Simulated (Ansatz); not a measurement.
# Bi: what symmetry allows forces and stress to be

```
Bi
1.0
     3.19269   -3.13365    0.07036
     3.19269    3.13365    0.07036
    -1.03621    0.00000    2.98902
Bi
2
Direct
  0.23623 0.23623 0.14489
  0.76377 0.76377 0.85511
```

Computed with DFT PBEsol, scalar-relativistic, plane waves, PAW in Ansatz.

Plane waves to 420 eV, a k mesh through Γ of 10×10×14 on the computed 2-atom cell and Gaussian smearing (0.10 eV); no spin polarisation.

This distorted cell has space group C2/m, with 4 operations.

Task: Without a calculation: in which directions can each atom feel a force?

Result: A force must be left unchanged by every operation that keeps its atom in place, so it lies in the space that those operations leave fixed. Atoms that the group maps onto each other feel forces of one size.
| atom | site symmetry | operations at the site | equivalent to atom | allowed force (Cartesian) |
| --- | --- | --- | --- | --- |
| Bi1 | m | 2 | 1 | in the plane normal to (0.00, 1.00, 0.00) |
| Bi2 | m | 2 | 1 | in the plane normal to (0.00, 1.00, 0.00) |

That leaves 2 independent force components of 6. A relaxation in this cell that keeps the symmetry moves the atoms in these directions alone.

Task: And the stress tensor?

Result: It must be invariant under the point group, which leaves 4 independent components: yz, xy vanish.

Task: Do the computed values obey this?

Result: Yes. Forces (eV/Å):
```
Bi1  0.953  0.000  0.160
Bi2 -0.953  0.000 -0.160
```

Stress (GPa, compression positive, xx yy zz yz xz xy): 11.04 -0.38 7.65 0.00 1.01 0.00. The program imposes the same operations on density, forces and stress, so this confirms the analysis and is no independent test of the calculation.

Spin–orbit coupling is left out, which can shift energies with elements as heavy as these.

This form isn't the element's structure at ambient conditions.